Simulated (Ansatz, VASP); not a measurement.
**Cross-check of C215N (N_C) between VASP and Ansatz**

One calculation is typed for both programs; each brings its own data sets. How far apart do they land? Of the first pair: The structure shown is the start of the Ansatz relaxation below; VASP solves that cell, so the two are compared at the walk's first step.

Method: plane waves, with VASP 6.6.1 beside it; single point at PBEsol, in Ansatz 0.2.0.

## (1) The starting structure

The cell holds 216 atoms: 215 C and 1 N. Its edges and angles: a = 10.636 Å, b = 10.636 Å, c = 10.636 Å, α = 90.0°, β = 90.0°, γ = 90.0°. It derives from C (C (Fd-3m)). Nearest the centre at fractional (0.417, 0.417, 0.417): N216 at 0.05 Å, C108 at 1.49 Å, C106 at 1.50 Å, C107 at 1.50 Å, C105 at 1.57 Å, C31 at 2.46 Å, C111 at 2.47 Å, C103 at 2.48 Å. The cell carries charge −1.

## (2) Ansatz: relaxation, PBEsol

Ansatz runs on its PAW soft_1 files.

The two programs are compared at the cell with which this relaxation starts, whose forces are those of its first step.

input.yaml

```yaml
crystal:
  lattice:
    - [3.5453777, 0.0, 0.0]
    - [0.0, 3.5453777, 0.0]
    - [0.0, 0.0, 3.5453777]
  atoms:
    - { symbol: C, position: [0.0, 0.0, 0.0] }
    - { symbol: C, position: [0.0, 0.5, 0.5] }
    - { symbol: C, position: [0.5, 0.0, 0.5] }
    - { symbol: C, position: [0.5, 0.5, 0.0] }
    - { symbol: C, position: [0.25, 0.25, 0.25] }
    - { symbol: C, position: [0.25, 0.75, 0.75] }
    - { symbol: C, position: [0.75, 0.25, 0.75] }
    - { symbol: C, position: [0.75, 0.75, 0.25] }
  supercell: [3, 3, 3]
  defects: [{ substitution: { at: 108, symbol: "N" } }]
total_charge: -1
basis:
  ecutwfc: 420
  xc_grid: 2
hamiltonian:
  xc: pbesol
  pseudopotentials: { kind: paw, azcp: { folder: soft_1 }, xc_functional: pbe }
kpoints:
  mp_grid: { grid: [1, 1, 1], shift: [0.25, 0.25, 0.25] }
scf:
  occupations: { method: fixed }
  max_iter: 80
output:
  forces: true
  charged_corrections:
    epsilon: 5.86
    static_epsilon: 5.86
    defect_position: [0.416667, 0.416667, 0.416667]
relax:
  f_tol: 0.02
  max_steps: 60
  random_displacement: { amplitude: 0.05, seed: 11 }
checkpoint:
  write: "../qm1.relax.run"
  compress: false
  write_wavefunctions: true
  write_every: 100000
```

On the command line:

```
$ ansatz run input.yaml --threads 32 --pin off --max-ram 84787MiB --backend cuda --events-out ev --progress --plain --runs-dir out --max-vram 78GiB
```

Numbers of over 12 decimals in the logs are rounded to 6 here.

Output:

```text
Engine: ansatz 0.2.0, aarch64-unknown-linux-gnu
Pseudopotentials: kind: paw
Pseudopotential: C, paw, valence charge 4, recommended cutoff 420 eV (normal), soft_1/C.paw.azcp
Pseudopotential: N, paw, valence charge 5, recommended cutoff 420 eV (normal), soft_1/N.paw.azcp
Functional definition: PBEsol
  exchange = pbesol_x
  correlation = pbesol_c
[...]
Crystal: 216 atoms, lattice volume = 1203.237 Å³
Basis set: ecut = 420 eV, 23583 PW (Γ), exchange–correlation on 144×144×144 points (8 copies of the dense FFT grid, shifted against one another)
Bands: 649, of which v1, the nominal top of the filled ones, is band 433 counted from 1 (432 counted from 0)
Symmetry: 1 space group operations
k-points: 1
Non-local potential: C, projectors of the file, l = 0: 2, l = 1: 2, l = 2: 1
Non-local potential: N, projectors of the file, l = 0: 2, l = 1: 2, l = 2: 1
PAW form: soft (Blöchl's): semilocal exchange-correlation on the pseudo side does not see the compensation charge
PAW frozen core: C, regenerated for the run's functional, and the local potential with it (the file was generated under x = pbe(κ = 0.804, μ = 0.219515), c = pbe(β = 0.066725))
PAW frozen core: N, regenerated for the run's functional, and the local potential with it (the file was generated under x = pbe(κ = 0.804, μ = 0.219515), c = pbe(β = 0.066725))
PAW one-centre angular grid: C, 110 points (default); XC on 64 Gauss nodes
PAW one-centre angular grid: N, 110 points (default); XC on 64 Gauss nodes
Initial density: superposition of atomic densities (chi_scale 0.1, normalization cell, long waves kept (reshape's long-wave potential 0.20 eV rms))
Initial wavefunctions: pseudopotential atomic-orbital guess
[...]
Functional: x = pbesol(κ = 0.804, μ = 0.123457), c = pbesol(β = 0.046)
SCF iter   1: F=—  HF=-53445.066148 eV  |Δ(HF+E_count)|=         —  Δρ=1.41e-1  dr2=1.79e2  Hψ=2188
preconditioner: auto → Resta (q_TF=auto, 2.583 Å⁻¹)  ε∞=4.3  [insulator: Δε(μ)=0.048 eV  Ē_g=17.304 eV  n_scr=364 (ndim 8)  ℏωp=31.5 eV  f_vac=0.000  ε∞_Penn≈4.3]
SCF iter   2: F=—  HF=-53397.597071 eV  |Δ(HF+E_count)|=    4.75e1  Δρ=7.63e-2  dr2=5.05e1  Hψ=1103
[...]
SCF iter   9: F=-53378.284570 eV  HF=-53378.284570 eV  |Δ(HF+E_count)|=   2.41e-8  Δρ=6.89e-6  dr2=5.87e-7  Hψ=1451
SCF 1 converged in 9 iterations: F = -53378.284570 eV  dr2 = 5.87e-7
  greatest PAW one-centre occupation: 0.818 electrons in one spin orbital (limit 2), on the N atom at site 108 (counted from 0), in its partial waves of l = 0
relax step   1: F+E_penalty+E_count = -53378.28457001 eV  Δ(F+E_penalty+E_count) = +0.000e0 eV  max|allowed force component| = 3.581e0 eV/Å  Δτ_max = 0.0000 Å  (9 SCF iters, dr2 threshold 1.00e-5 eV, accepted)
[... from here on, the SCF cycles and remarks between the steps are left out ...]
relax step   2: F+E_penalty+E_count = -53387.89527363 eV  Δ(F+E_penalty+E_count) = -9.611e0 eV  max|allowed force component| = 1.944e0 eV/Å  Δτ_max = 0.0621 Å  (6 SCF iters, dr2 threshold 1.00e-4 eV, accepted)
relax step   3: F+E_penalty+E_count = -53390.21202737 eV  Δ(F+E_penalty+E_count) = -2.317e0 eV  max|allowed force component| = 3.357e-1 eV/Å  Δτ_max = 0.0801 Å  (6 SCF iters, dr2 threshold 1.00e-4 eV, accepted)
relax step   4: F+E_penalty+E_count = -53390.23487624 eV  Δ(F+E_penalty+E_count) = -2.285e-2 eV  max|allowed force component| = 4.715e-1 eV/Å  Δτ_max = 0.0255 Å  (5 SCF iters, dr2 threshold 7.05e-6 eV, accepted)
relax step   5: F+E_penalty+E_count = -53390.26679198 eV  Δ(F+E_penalty+E_count) = -3.192e-2 eV  max|allowed force component| = 3.310e0 eV/Å  Δτ_max = 0.1942 Å  (7 SCF iters, dr2 threshold 1.39e-5 eV, accepted)
relax step   6: F+E_penalty+E_count = -53390.36069770 eV  Δ(F+E_penalty+E_count) = -9.391e-2 eV  max|allowed force component| = 1.266e0 eV/Å  Δτ_max = 0.1257 Å  (6 SCF iters, dr2 threshold 1.00e-4 eV, accepted)
relax step   7: F+E_penalty+E_count = -53391.35623577 eV  Δ(F+E_penalty+E_count) = -9.955e-1 eV  max|allowed force component| = 1.083e0 eV/Å  Δτ_max = 0.2000 Å  (6 SCF iters, dr2 threshold 1.00e-4 eV, accepted)
relax step   8: F+E_penalty+E_count = -53391.42956220 eV  Δ(F+E_penalty+E_count) = -7.333e-2 eV  max|allowed force component| = 6.014e-1 eV/Å  Δτ_max = 0.1019 Å  (5 SCF iters, dr2 threshold 1.00e-4 eV, accepted)
relax step   9: F+E_penalty+E_count = -53391.42123481 eV  Δ(F+E_penalty+E_count) = +8.327e-3 eV  max|allowed force component| = 5.815e-1 eV/Å  Δτ_max = 0.0391 Å  (5 SCF iters, dr2 threshold 1.00e-4 eV, rejected (line search))
relax step  10: F+E_penalty+E_count = -53391.46992159 eV  Δ(F+E_penalty+E_count) = -4.036e-2 eV  max|allowed force component| = 7.214e-1 eV/Å  Δτ_max = 0.0196 Å  (7 SCF iters, accepted)
relax step  11: F+E_penalty+E_count = -53391.48254516 eV  Δ(F+E_penalty+E_count) = -1.262e-2 eV  max|allowed force component| = 1.602e-1 eV/Å  Δτ_max = 0.0154 Å  (4 SCF iters, dr2 threshold 1.00e-4 eV, accepted)
relax step  12: F+E_penalty+E_count = -53391.48395292 eV  Δ(F+E_penalty+E_count) = -1.408e-3 eV  max|allowed force component| = 1.381e-1 eV/Å  Δτ_max = 0.0118 Å  (4 SCF iters, dr2 threshold 1.60e-6 eV, accepted)
relax step  13: F+E_penalty+E_count = -53391.48536548 eV  Δ(F+E_penalty+E_count) = -1.413e-3 eV  max|allowed force component| = 6.692e-2 eV/Å  Δτ_max = 0.0091 Å  (4 SCF iters, dr2 threshold 1.19e-6 eV, accepted)
relax step  14: F+E_penalty+E_count = -53391.48584923 eV  Δ(F+E_penalty+E_count) = -4.838e-4 eV  max|allowed force component| = 6.963e-3 eV/Å  Δτ_max = 0.0025 Å  (4 SCF iters, dr2 threshold 1.05e-6 eV, accepted)
relax step  15: F+E_penalty+E_count = -53391.48584926 eV  Δ(F+E_penalty+E_count) = -3.021e-8 eV  max|allowed force component| = 6.933e-3 eV/Å  Δτ_max = 0.0000 Å  (3 SCF iters, accepted)
[...]
NSCF: frozen V_eff on 1 k-points
the band table was solved once a step of the walk had ended and its energy, with any forces and stress, was formed, with the checks that follow a solve (3479 applications of the Hamiltonian). They found nothing against the state; the energy, forces and stress were not computed again (output.eigenvalues in the input reference)
SCF converged after 3 iterations
Free energy (F): -53391.485849 eV
Harris-Foulkes:  -53391.485849 eV  (|F-HF|=4.60e-9)
Internal energy: -53391.485849 eV  (E = F + TS)
E sigma→0 (E₀):  -53391.485849 eV
Fermi energy:    17.025977 eV
--- Per-component energies (eV) ---
  E_band       = 3922.041493
  E_kinetic    = 19564.190102
  E_local      = -11828.716265  (includes V_loc(G=0)·N_el)
  E_nonlocal   = 4991.544468
  E_hartree    = 2829.429100
  E_xc         = -10292.943257
  E_vxc        = -12755.923945  (∫ρ·V_xc dr)
  E_paw        = -20787.242460  (= ΣΔE_a)
  E_vpaw       = -1707.917482  (= ΣTr[D̂ρ^β])
  E_aug_tail   = 0.005330  (compensation charges beyond the density's cutoff)
  E_ewald      = -37872.317571
  E_core_change = 4.564703  (= ΣΔE_core)
  E_smearing   = -0.000000  (= −TS)
  E_closure    = 0.000000  (closes the sum)
  E_deformation_potential = -21.952757  (in the stress; not in F)
  Σ components = -53391.485849   (vs F -53391.485849, Δ=0.00e0)
--- Forces (eV/Å), atoms counted from 1 ---
  atom   1  C     -0.00014037    -0.00018110    -0.00013302
  atom   2  C     -0.00069270    -0.00051137    -0.00061171
  atom   3  C     -0.00020388    -0.00070485    -0.00065887
  atom   4  C     -0.00032119    -0.00043368    -0.00056362
  atom   5  C     -0.00019069     0.00015639     0.00029332
  atom   6  C     -0.00029361    -0.00026548    -0.00053050
  [... 210 more lines of this table ...]
  max |Σ_I F_I| component: 4.06e-5 eV/Å
--- Charged-cell corrections in eV (Makov–Payne, q = -1.000 e, ε = 5.860) ---
  F (periodic)     = -53391.485849  (uncorrected; the corrections below are reported, never added to it)
  E_corr1          = +0.327752  (monopole, q²α_M/2εL)
  F Makov-Payne    = -53391.158097  (F + E_corr1; no measured alignment; for a localised charge, not one spread in a band: unchecked)
  no potential alignment in this run, which stands beside a crystal: run the host's input off ansatz write-host-input, and read the two finished runs by ansatz place-levels (neither reads a slab, a wire or a sheet, whose cell leaves a vacuum)
--- Band table (eV) ---
  k-point 0: bands = ["-8.0287", "-7.6429", "-7.4581", "-7.4241", "-7.1158", "-6.9356", "-6.8973", "-6.6209", "-6.4294", "-6.4227", "-6.3827", "-6.1284", "-5.9417", "-5.9183", "-5.9095", "-5.8688", "-
--- Relaxed structure (15 steps of the walk, 14 accepted, 0 SCFs on fresh bases) ---
  F+E_penalty+E_count = -53391.48584926 eV   max|allowed force component| = 6.933e-3 eV/Å
  atoms:
    - { symbol: C, position: [-0.000262112, -0.000197952, 0.000117343] }
    - { symbol: C, position: [0.000304087, 0.166474, 0.166790] }
    - { symbol: C, position: [0.166461, -0.000259552, 0.166873] }
    - { symbol: C, position: [0.166461, 0.166558, 5.506423032643548e-5] }
    - { symbol: C, position: [0.083328, 0.083131, 0.083445] }
    - { symbol: C, position: [0.083884, 0.250052, 0.250366] }
  [... 210 more lines of this table ...]
```

Reading the cycles: dr2 is the Hartree energy of the density residual (eV), the measure of convergence; HF is the Harris–Foulkes estimate of the energy, which meets the free energy F at convergence.

## (3) VASP: single point, PBEsol, start cell, pair 1

The same cell, functional and mesh now go to VASP, with its own data sets.

Lines of VASP's logs that name or quote its potential files are left out, and so is its time.

INCAR

```
SYSTEM = C215N
PREC = Accurate
ENCUT = 520
EDIFF = 1E-06
NELM = 120
ISMEAR = 0
SIGMA = 0.01
LREAL = Auto
ALGO = Normal
GGA = PS
NELECT = 866
NBANDS = 584
LORBIT = 11
LWAVE = .FALSE.
LCHARG = .FALSE.
ISIF = 2
ISYM = 0
LASPH = .TRUE.
GGA_COMPAT = .FALSE.
EFERMI = MIDGAP
```

POSCAR

```
C215N
1.0
   10.6361331050      0.0000000000      0.0000000000
    0.0000000000     10.6361331050      0.0000000000
    0.0000000000      0.0000000000     10.6361331050
C N
215 1
Direct
    0.9984956939      0.9957691391      0.0013162678
    0.9983076556      0.1692344372      0.1701746285
[... 9 atom lines left out ...]
    0.1658497485      0.1713028581      0.3337679178
[... 3 atom lines left out ...]
    0.2490566801      0.2510310818      0.4211116912
[... 14 atom lines left out ...]
    0.2544157706      0.4170688686      0.2515011775
[... 3 atom lines left out ...]
    0.1656617102      0.3328277265      0.5046006803
    0.1696105137      0.4978313028      0.3303832291
    0.0867796586      0.4170688686      0.4197954234
[... 1 atom line left out ...]
    0.2480224696      0.4139662372      0.5800040239
    0.2485865844      0.5808501961      0.4203595382
[... 3 atom lines left out ...]
    0.1679181694      0.4962329775      0.6641511469
[... 14 atom lines left out ...]
    0.1667899398      0.6627408599      0.5025322594
[... 14 atom lines left out ...]
    0.3310413630      0.1696105137      0.1637813276
[... 3 atom lines left out ...]
    0.4197954234      0.2503729479      0.2465181635
[... 3 atom lines left out ...]
    0.3351782048      0.1668839589      0.4956688627
[... 1 atom line left out ...]
    0.5027202976      0.1640633850      0.3361183961
    0.4184791555      0.0871557352      0.4145303520
    0.4170688686      0.2473643357      0.5794399091
[... 1 atom line left out ...]
    0.5837647892      0.2526294071      0.4128380076
[... 3 atom lines left out ...]
    0.4974552262      0.1668839589      0.6627408599
[... 5 atom lines left out ...]
    0.3346140900      0.4955748436      0.1657557293
    0.4954808245      0.3322636117      0.1658497485
[... 1 atom line left out ...]
    0.4199834617      0.4140602563      0.0853693717
    0.4139662372      0.5824485214      0.2462361061
    0.5813202918      0.4206415956      0.2515011775
[... 1 atom line left out ...]
    0.3301011717      0.3300071525      0.3334858604
    0.3342380135      0.4988655132      0.4955748436
    0.4966090540      0.3323576308      0.4968911114
    0.4980193410      0.4975492454      0.3367765300
    0.4119918354      0.5834827318      0.5836707701
    0.5819784257      0.4121798737      0.5835767509
    0.5795339283      0.5817903874      0.4190432703
    0.3335798795      0.3355542813      0.6625528216
[... 2 atom lines left out ...]
    0.4969851306      0.4967970923      0.6649973191
    0.4174449451      0.4137781990      0.7463238681
[... 5 atom lines left out ...]
    0.4972671880      0.6687580843      0.1698925711
[... 5 atom lines left out ...]
    0.3372466257      0.6682879887      0.3312294013
[... 1 atom line left out ...]
    0.5009339341      0.6646212425      0.4958569010
[... 1 atom line left out ...]
    0.4141542755      0.7465119063      0.4184791555
[... 20 atom lines left out ...]
    0.6637750704      0.1640633850      0.4973612071
[... 15 atom lines left out ...]
    0.6634930130      0.5033784315      0.1660377867
[... 6 atom lines left out ...]
    0.6711085626      0.3317935160      0.3337679178
    0.6620827260      0.4993356089      0.4994296280
[... 2 atom lines left out ...]
    0.7477341550      0.4161286772      0.4207356147
[... 3 atom lines left out ...]
    0.6621767451      0.3318875352      0.6668777017
[... 15 atom lines left out ...]
    0.6676298548      0.6644332043      0.3373406448
[... 15 atom lines left out ...]
    0.4167868112      0.4123679120      0.4184791555
```

KPOINTS

```
Points of the shifted mesh
1
Reciprocal
 0.2500000000  0.2500000000  0.2500000000 1
```

Potentials, in the order of the species: C and N (PBE family, release 64).

On the command line:

```
$ export OMP_NUM_THREADS=3
$ mpirun -np 1 vasp_std
```

Output:

```text
[banner, memory and clock lines left out]
running    1 mpi-ranks, on    1 nodes
[...]
Offloading initialized ...    1 GPUs detected
[...]
|                                                                             |
|               ----> ADVICE to this user running VASP <----                  |
|                                                                             |
|     You enforced a specific xc type in the INCAR file but a different       |
|     [... a line on the potential file left out ...]
|     I HOPE YOU KNOW WHAT YOU ARE DOING!                                     |
|                                                                             |

 LDA part: xc-table for (Slater+PW92), standard interpolation
 POSCAR, INCAR and KPOINTS ok, starting setup
[...]
entering main loop
       N       E                     dE             d eps       ncg     rms          rms(c)
DAV:   1     0.267667624243E+04    0.26767E+04   -0.46143E+05  1168   0.146E+03
DAV:   2    -0.187242882363E+04   -0.45491E+04   -0.43261E+04  1408   0.289E+02
DAV:   3    -0.211949828023E+04   -0.24707E+03   -0.24434E+03  1464   0.632E+01
DAV:   4    -0.212466747835E+04   -0.51692E+01   -0.51429E+01  1472   0.900E+00
DAV:   5    -0.212478619401E+04   -0.11872E+00   -0.11842E+00  1464   0.132E+00BRMIX: very serious problems
 the old and the new charge density differ
 old charge density:   865.00000 new  866.00000
    0.599E+01
DAV:   6    -0.206693262520E+04    0.57854E+02   -0.41808E+01  1384   0.832E+00    0.352E+01
DAV:   7    -0.204763789894E+04    0.19295E+02   -0.52080E+01  1288   0.884E+00    0.756E+00
DAV:   8    -0.204767207844E+04   -0.34180E-01   -0.14266E+00  1456   0.160E+00    0.361E+00
DAV:   9    -0.204763701073E+04    0.35068E-01   -0.23096E-01  1384   0.677E-01    0.428E-01
DAV:  10    -0.204763418189E+04    0.28288E-02   -0.21180E-02  1432   0.225E-01    0.175E-01
DAV:  11    -0.204763460868E+04   -0.42679E-03   -0.43764E-03  1432   0.910E-02    0.812E-02
DAV:  12    -0.204763466383E+04   -0.55151E-04   -0.40386E-04  1408   0.302E-02    0.388E-02
DAV:  13    -0.204763471013E+04   -0.46296E-04   -0.71513E-05  1384   0.141E-02    0.866E-03
DAV:  14    -0.204763471074E+04   -0.60750E-06   -0.60269E-06  1232   0.344E-03
   1 F= -.20476347E+04 E0= -.20476347E+04  d E =-.194184E-15
```

OUTCAR, selected parts (step 3):

```text
  FREE ENERGIE OF THE ION-ELECTRON SYSTEM (eV)
  ---------------------------------------------------
  free  energy   TOTEN  =     -2047.6347107372 eV

  energy  without entropy=    -2047.6347107372  energy(sigma->0) =    -2047.63471074
```

The run ends at a pressure of 8.86 GPa, with forces up to 4.2 eV/Å.

## (4) Side by side

Known differences besides the potentials themselves: fixed occupations in Ansatz, narrow Gaussian smearing in VASP; the cutoff is 420 eV in Ansatz and 520 eV in VASP (PREC = Accurate, projectors in real space); Ansatz makes its cores anew for this functional, VASP keeps those of its PBE data sets. Total energies have different zeros and are not compared.

Forces on 10 of the 216 atoms, those with the largest forces and the largest differences (eV/Å; atoms numbered as in POSCAR):

| atom | Ansatz x, y, z | VASP x, y, z |
| --- | --- | --- |
| C57 | 2.767, 1.637, -1.737 | 2.761, 1.669, -1.744 |
| C71 | -0.452, 3.025, -0.549 | -0.413, 3.056, -0.515 |
| C84 | -0.305, 1.739, -3.196 | -0.277, 1.769, -3.210 |
| C85 | -0.432, -2.250, -0.204 | -0.443, -2.308, -0.188 |
| C99 | 3.581, -0.001, 0.537 | 3.614, -0.009, 0.529 |
| C106 | -2.483, 0.996, 3.194 | -2.499, 0.986, 3.186 |
| C152 | 2.350, -2.521, 1.251 | 2.348, -2.519, 1.289 |
| C209 | 2.629, -2.534, -0.025 | 2.659, -2.527, -0.053 |
| C210 | -3.196, -0.934, 0.530 | -3.257, -0.960, 0.543 |
| C214 | 2.081, 2.672, 1.343 | 2.109, 2.724, 1.355 |

The forces differ by 19 meV/Å r.m.s., which is 1.4 % of the r.m.s. force of 1.395 eV/Å (both taken over all components). The cell carries a charge of -1 e against a uniform background, so its pressure also hangs on how the neutralising background is counted, and in a defect's cell a gap may be the spacing between its levels.

## (5) Ansatz: relaxation, PBEsol

This run makes the geometry at which the two programs are then compared.

The structure compared here is the end of the Ansatz relaxation.

input.yaml is that of step 2.

On the command line:

```
$ ansatz run input.yaml --threads 32 --pin off --max-ram 84787MiB --backend cuda --events-out ev --progress --plain --runs-dir out --max-vram 78GiB
```

Output:

```text
[...]
Crystal: 216 atoms, lattice volume = 1203.237 Å³
Basis set: ecut = 420 eV, 23583 PW (Γ), exchange–correlation on 144×144×144 points (8 copies of the dense FFT grid, shifted against one another)
Bands: 649, of which v1, the nominal top of the filled ones, is band 433 counted from 1 (432 counted from 0)
Symmetry: 1 space group operations
k-points: 1
[...]
F+E_penalty+E_count = -53391.48584926 eV   max|allowed force component| = 6.933e-3 eV/Å
  atoms:
    - { symbol: C, position: [-0.000262112, -0.000197952, 0.000117343] }
    - { symbol: C, position: [0.000304087, 0.166474, 0.166790] }
    - { symbol: C, position: [0.166461, -0.000259552, 0.166873] }
    - { symbol: C, position: [0.166461, 0.166558, 5.506423032643548e-5] }
    - { symbol: C, position: [0.083328, 0.083131, 0.083445] }
    - { symbol: C, position: [0.083884, 0.250052, 0.250366] }
  [... 210 more lines of this table ...]
[key lines of the parts left out:]
SCF converged after 3 iterations
Free energy (F): -53391.485849 eV
Fermi energy:    17.025977 eV
```

(Part 1 of 2 ends here.)

[Lines on the potential files, build, host, timing and source positions are cut from VASP's logs without a mark.]

[Logs are printed without paths, hosts, clocks, repeated set-up lines and the standing remarks that a program may print on its own settings, such as how far it seeks lower states.]

[Hosts, paths, dates, database ids (printed as entryN), source tags and the programs' standing remarks are cut or masked in the printed files.]
